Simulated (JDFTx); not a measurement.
# Sn (I4_1/amd) in JDFTx: reference runs

Aim: a first look at Sn with PBEsol, on the cell as given and on a disturbed one, and energy against volume gives the equilibrium volume and stiffness.

Program: JDFTx 1.7.0 (patched build). These are calculated values, not measurements. Logs are shortened: lines on timing, memory, paths and dates and some standing lists are left out, and cuts for length are marked. The log counts tension as positive stress, the text compression.

## (1) The crystal as given

Symmetry: I4_1/amd, No. 141, tetragonal system. The conventional cell has a = 5.880 Å, b = 5.880 Å, c = 3.199 Å, α = 90.00°, β = 90.00°, γ = 90.00°. Around Sn (site symmetry -4m2) lie 6 Sn at 3.05 to 3.20 Å.

## (2) Equation of state, PBEsol, 25.99 Å³/atom (volume scaled by 0.94)

Contents of Sn.in:

```
lattice \
   -5.4426394190     5.4426394190     5.4426394190 \
    5.4426394190    -5.4426394190     5.4426394190 \
    2.9605470147     2.9605470147    -2.9605470147
coords-type Lattice
ion Sn     0.0000000000     0.0000000000     0.0000000000 1
ion Sn     0.7500000000     0.2500000000     0.5000000000 1

ion-species pseudo/Sn.upf
elec-cutoff 36 288
elec-ex-corr gga-PBEsol
kpoint-folding 9 9 9
elec-smearing Fermi 0.0018374661
elec-n-bands 21
electronic-SCF nIterations 100 energyDiffThreshold 1e-09
electronic-minimize nIterations 30 energyDiffThreshold 1e-7
forces-output-coords Cartesian

dump-name run.$VAR
dump End Ecomponents EigStats BandEigs Kpoints Forces Stress
```

Potentials or basis: PseudoDojo-SR-PBEsol-0.4.1-standard with smoothed tails.

Run with:

```console
> jdftx -c 1 -i Sn.in -o Sn.out
```

Output:

```text
*************** JDFTx 1.7.0 (patched build) ***************

Input parsed successfully to the following command list (including defaults):
[... the input with its defaults ...]

---------- Setting up symmetries ----------

Non-trivial transmission matrix:
[   1   0   0  ]
[   1   1   0  ]
[   0   0   1  ]
with reduced lattice vectors:
[      0.000000      5.442639      5.442639  ]
[      0.000000     -5.442639      5.442639  ]
[      5.921094      2.960547     -2.960547  ]

Found 16 point-group symmetries of the bravais lattice
Found 16 space-group symmetries with basis
Applied RMS atom displacement 0 bohrs to make symmetries exact.

---------- Initializing the Grid ----------
R =
[     -5.44264      5.44264      5.44264  ]
[      5.44264     -5.44264      5.44264  ]
[      2.96055      2.96055     -2.96055  ]
unit cell volume = 350.793
G =
[ -1.70019e-17   0.577219    1.06115  ]
[   0.577219 -1.70019e-17    1.06115  ]
[   0.577219   0.577219 6.30787e-18  ]
Minimum fftbox size, Smin = [  64  64  64  ]
Chosen fftbox size, S = [  64  64  64  ]

---------- Initializing tighter grid for wavefunction operations ----------
R =
[     -5.44264      5.44264      5.44264  ]
[      5.44264     -5.44264      5.44264  ]
[      2.96055      2.96055     -2.96055  ]
unit cell volume = 350.793
G =
[ -1.70019e-17   0.577219    1.06115  ]
[   0.577219 -1.70019e-17    1.06115  ]
[   0.577219   0.577219 6.30787e-18  ]
Minimum fftbox size, Smin = [  48  48  48  ]
Chosen fftbox size, S = [  48  48  48  ]

---------- Exchange Correlation functional ----------
Initalized PBEsol GGA exchange.
Initalized PBEsol GGA correlation.

---------- Setting up pseudopotentials ----------
Width of ionic core gaussian charges (only for fluid interactions / plotting) set to 0

Reading pseudopotential file 'pseudo/Sn.upf':
  'Sn' pseudopotential, 'PBESOL' functional
  Generated using ONCVPSP code by D. R. Hamann
  14 valence electrons, 3 orbitals, 6 projectors, 1001 radial grid points, with lMax = 2
    4D    l: 2   occupation: 10.0   eigenvalue: -0.947846
    5S    l: 0   occupation:  2.0   eigenvalue: -0.389375
    5P    l: 1   occupation:  2.0   eigenvalue: -0.136297
  Core radius for overlap checks: 2.33 bohrs.

Initialized 1 species with 2 total atoms.

Folded 1 k-points by 9x9x9 to 729 k-points.

---------- Setting up k-points, bands, fillings ----------
Reduced to 75 k-points under symmetry.
Computing the number of bands and number of electrons
Calculating initial fillings.
nElectrons:  28.000000   nBands: 21   nStates: 75

----- Setting up reduced wavefunction bases (one per k-point) -----
average nbasis = 3618.835 , ideal nbasis = 3619.085

---------- Setting up ewald sum ----------
Optimum gaussian width for ewald sums = 2.484893 bohr.
Real space sum over 1859 unit cells with max indices [  6  6  5  ]
Reciprocal space sum over 3375 terms with max indices [  7  7  7  ]

---------- Allocating electronic variables ----------
Initializing wave functions:  linear combination of atomic orbitals
Note: number of bands (21) exceeds available atomic orbitals (18)
Sn pseudo-atom occupations:   s ( 2 )  p ( 2 )  d ( 10 )
	FillingsUpdate:  mu: +0.436972458  nElectrons: 28.000000
LCAOMinimize: Iter:   0  F: -135.3940067802934095  |grad|_K:  5.146e-05  alpha:  1.000e+00
	FillingsUpdate:  mu: +0.437127129  nElectrons: 28.000000
LCAOMinimize: Iter:   1  F: -135.3940455142503936  |grad|_K:  1.343e-06  alpha:  8.856e-01  linmin: -7.105e-03  cgtest:  1.217e-01
LCAOMinimize: Encountered beta<0, resetting CG.
	FillingsUpdate:  mu: +0.437128871  nElectrons: 28.000000
LCAOMinimize: Iter:   2  F: -135.3940455407589241  |grad|_K:  8.092e-08  alpha:  8.892e-01  linmin:  2.891e-04  cgtest: -2.088e-03
	FillingsUpdate:  mu: +0.437128889  nElectrons: 28.000000
LCAOMinimize: Iter:   3  F: -135.3940455408614980  |grad|_K:  3.412e-09  alpha:  9.468e-01  linmin: -9.549e-03  cgtest:  6.972e-02
LCAOMinimize: Encountered beta<0, resetting CG.
LCAOMinimize: Converged (|Delta F|<1.000000e-06 for 2 iters).

-------- Electronic minimization -----------
Will mix electronic density at each iteration.
	FillingsUpdate:  mu: +0.437128889  nElectrons: 28.000000
	FillingsUpdate:  mu: +0.426272770  nElectrons: 28.000000
SCF: Cycle:  0   F: -135.428339852928616   dF: -3.429e-02   |Residual|: 2.066e-02   |deigs|: 1.417e-01
	FillingsUpdate:  mu: +0.425854796  nElectrons: 28.000000
SCF: Cycle:  1   F: -135.428664871078524   dF: -3.250e-04   |Residual|: 1.134e-02   |deigs|: 4.272e-03
	FillingsUpdate:  mu: +0.425611609  nElectrons: 28.000000
SCF: Cycle:  2   F: -135.428707611850257   dF: -4.274e-05   |Residual|: 3.349e-03   |deigs|: 2.331e-03
	FillingsUpdate:  mu: +0.425718600  nElectrons: 28.000000
SCF: Cycle:  3   F: -135.428709683033617   dF: -2.071e-06   |Residual|: 1.519e-03   |deigs|: 9.503e-04
	FillingsUpdate:  mu: +0.425689299  nElectrons: 28.000000
SCF: Cycle:  4   F: -135.428710851662601   dF: -1.169e-06   |Residual|: 3.920e-04   |deigs|: 3.453e-04
	FillingsUpdate:  mu: +0.425691680  nElectrons: 28.000000
SCF: Cycle:  5   F: -135.428710995772065   dF: -1.441e-07   |Residual|: 1.185e-04   |deigs|: 5.734e-05
	FillingsUpdate:  mu: +0.425696972  nElectrons: 28.000000
SCF: Cycle:  6   F: -135.428711018123209   dF: -2.235e-08   |Residual|: 9.045e-05   |deigs|: 2.152e-05
	FillingsUpdate:  mu: +0.425697011  nElectrons: 28.000000
SCF: Cycle:  7   F: -135.428711021704572   dF: -3.581e-09   |Residual|: 7.218e-05   |deigs|: 2.659e-05
	FillingsUpdate:  mu: +0.425698581  nElectrons: 28.000000
SCF: Cycle:  8   F: -135.428711024977929   dF: -3.273e-09   |Residual|: 2.247e-06   |deigs|: 3.391e-05
	FillingsUpdate:  mu: +0.425698665  nElectrons: 28.000000
SCF: Cycle:  9   F: -135.428711025208969   dF: -2.310e-10   |Residual|: 7.550e-06   |deigs|: 1.576e-05
	FillingsUpdate:  mu: +0.425698577  nElectrons: 28.000000
SCF: Cycle: 10   F: -135.428711025298384   dF: -8.941e-11   |Residual|: 1.574e-06   |deigs|: 1.390e-05
SCF: Converged (|Delta E|<1.000000e-09 for 2 iters).

Setting wave functions to eigenvectors of Hamiltonian

# Stress tensor in Cartesian coordinates [Eh/a0^3]:
[ -8.37185e-05            0            0  ]
[            0 -8.37185e-05            0  ]
[            0            0 -5.77184e-05  ]

# Ionic positions in lattice coordinates:
ion Sn   0.000000000000000   0.000000000000000   0.000000000000000 1
ion Sn   0.750000000000000   0.250000000000000   0.500000000000000 1

# Forces in Cartesian coordinates:
force Sn   0.000000000000000  -0.000000000000000   0.000000000000000 1
force Sn  -0.000000000000000  -0.000000000000000   0.000000000000000 1

# Energy components:
   Eewald =     -100.0806953824903474
       EH =       33.4374719207740227
     Eloc =      -96.4457907148524072
      Enl =      -44.3090196669292453
      Exc =      -43.6589418495787527
 Exc_core =       21.8319183035348097
       KE =       93.7966179833133964
-------------------------------------
     Etot =     -135.4284394062285628
       TS =        0.0002716190698198
-------------------------------------
        F =     -135.4287110252983837

IonicMinimize: Iter:   0  F: -135.428711025298384  |grad|_K:  2.086e-36
IonicMinimize: Converged (|grad|_K<1.000000e-04).

#--- Lowdin population analysis ---
# oxidation-state Sn +0.023 +0.023

Dumping 'run.eigStats' ...
	eMin: -0.371531 at state 0 ( [ +0.000000 +0.000000 +0.000000 ] spin 0 )
	HOMO: +0.425273 at state 19 ( [ +0.000000 +0.333333 -0.222222 ] spin 0 )
	mu  : +0.425699
	LUMO: +0.426490 at state 4 ( [ +0.000000 +0.000000 +0.444444 ] spin 0 )
	eMax: +0.913764 at state 74 ( [ +0.444444 -0.444444 +0.444444 ] spin 0 )
	HOMO-LUMO gap: +0.001216
	Optical gap  : +0.013311 at state 32 ( [ +0.111111 +0.222222 -0.222222 ] spin 0 )
Done!
```

Run time: 1.8 min. Hardware: 1 thread of Intel Xeon 6975P-C (Granite Rapids), shared host; peak memory 0.31 GiB.

Results:

| Item | Value |
| --- | --- |
| Free energy | -3685.2030 eV |
| Pressure | 2.2 GPa |
| Band gap on the k mesh | none (metal or under the smearing width) |

## (3) Equation of state, PBEsol, 26.54 Å³/atom (volume scaled by 0.96)

Sn.in, as its differences from that of step 2:

```diff
@@ -1,5 +1,5 @@
 lattice \
-   -5.4426394190     5.4426394190     5.4426394190 \
-    5.4426394190    -5.4426394190     5.4426394190 \
-    2.9605470147     2.9605470147    -2.9605470147
+   -5.4809691284     5.4809691284     5.4809691284 \
+    5.4809691284    -5.4809691284     5.4809691284 \
+    2.9813966242     2.9813966242    -2.9813966242
 coords-type Lattice
```

Potentials or basis: PseudoDojo-SR-PBEsol-0.4.1-standard with smoothed tails.

Run with:

```console
> jdftx -c 1 -i Sn.in -o Sn.out
```

It took 1.8 min on 1 thread of Intel Xeon 6975P-C (Granite Rapids), shared host; peak memory 0.31 GiB.

It converged, with:

```
Free energy            : -3685.2137 eV
Pressure               : 0.9 GPa
Band gap on the k mesh : none (metal or under the smearing width)
```

## (4) Equation of state, PBEsol, 27.10 Å³/atom (volume scaled by 0.98)

Sn.in, as its differences from that of step 3:

```diff
@@ -1,5 +1,5 @@
 lattice \
-   -5.4809691284     5.4809691284     5.4809691284 \
-    5.4809691284    -5.4809691284     5.4809691284 \
-    2.9813966242     2.9813966242    -2.9813966242
+   -5.5187701101     5.5187701101     5.5187701101 \
+    5.5187701101    -5.5187701101     5.5187701101 \
+    3.0019586301     3.0019586301    -3.0019586301
 coords-type Lattice
```

Run with:

```console
> jdftx -c 1 -i Sn.in -o Sn.out
```

It took 1.8 min on 1 thread of Intel Xeon 6975P-C (Granite Rapids), shared host; peak memory 0.33 GiB.

The run converged. Its results:

| Property | Result |
| --- | --- |
| Free energy | -3685.2157 eV |
| Pressure | -0.3 GPa |
| Band gap on the k mesh | none (metal or under the smearing width) |

## (5) Equation of state, PBEsol, 27.65 Å³/atom

Sn.in, as its differences from that of step 4:

```diff
@@ -1,5 +1,5 @@
 lattice \
-   -5.5187701101     5.5187701101     5.5187701101 \
-    5.5187701101    -5.5187701101     5.5187701101 \
-    3.0019586301     3.0019586301    -3.0019586301
+   -5.5560602284     5.5560602284     5.5560602284 \
+    5.5560602284    -5.5560602284     5.5560602284 \
+    3.0222427496     3.0222427496    -3.0222427496
 coords-type Lattice
```

Run with:

```console
> jdftx -c 1 -i Sn.in -o Sn.out
```

Run time: 1.8 min. Hardware: 1 thread of Intel Xeon 6975P-C (Granite Rapids), shared host; peak memory 0.34 GiB.

It converged, with:

```yaml
Free_energy: -3685.2101 eV
Pressure: -1.4 GPa
Band_gap_on_the_k_mesh: none (metal or under the smearing width)
```

## (6) Equation of state, PBEsol, 28.20 Å³/atom (volume scaled by 1.02)

Sn.in, as its differences from that of step 5:

```diff
@@ -1,5 +1,5 @@
 lattice \
-   -5.5560602284     5.5560602284     5.5560602284 \
-    5.5560602284    -5.5560602284     5.5560602284 \
-    3.0222427496     3.0222427496    -3.0222427496
+   -5.5928564016     5.5928564016     5.5928564016 \
+    5.5928564016    -5.5928564016     5.5928564016 \
+    3.0422581856     3.0422581856    -3.0422581856
 coords-type Lattice
```

Potentials or basis: PseudoDojo-SR-PBEsol-0.4.1-standard with smoothed tails.

Run with:

```console
> jdftx -c 1 -i Sn.in -o Sn.out
```

It took 1.9 min on 1 thread of Intel Xeon 6975P-C (Granite Rapids), shared host; peak memory 0.34 GiB.

The run converged. Its results:

```yaml
Free_energy: -3685.1976 eV
Pressure: -2.3 GPa
Band_gap_on_the_k_mesh: none (metal or under the smearing width)
```

## (7) Equation of state, PBEsol, 28.76 Å³/atom (volume scaled by 1.04)

Sn.in, as its differences from that of step 6:

```diff
@@ -1,5 +1,5 @@
 lattice \
-   -5.5928564016     5.5928564016     5.5928564016 \
-    5.5928564016    -5.5928564016     5.5928564016 \
-    3.0422581856     3.0422581856    -3.0422581856
+   -5.6291746686     5.6291746686     5.6291746686 \
+    5.6291746686    -5.6291746686     5.6291746686 \
+    3.0620136624     3.0620136624    -3.0620136624
 coords-type Lattice
```

Run with:

```console
> jdftx -c 1 -i Sn.in -o Sn.out
```

Run time: 1.9 min. Hardware: 1 thread of Intel Xeon 6975P-C (Granite Rapids), shared host; peak memory 0.34 GiB.

The run converged. Its results:

| Property | Result |
| --- | --- |
| Free energy | -3685.1790 eV |
| Pressure | -3.1 GPa |
| Band gap on the k mesh | none (metal or under the smearing width) |

(Continued in part 2 of 2.)
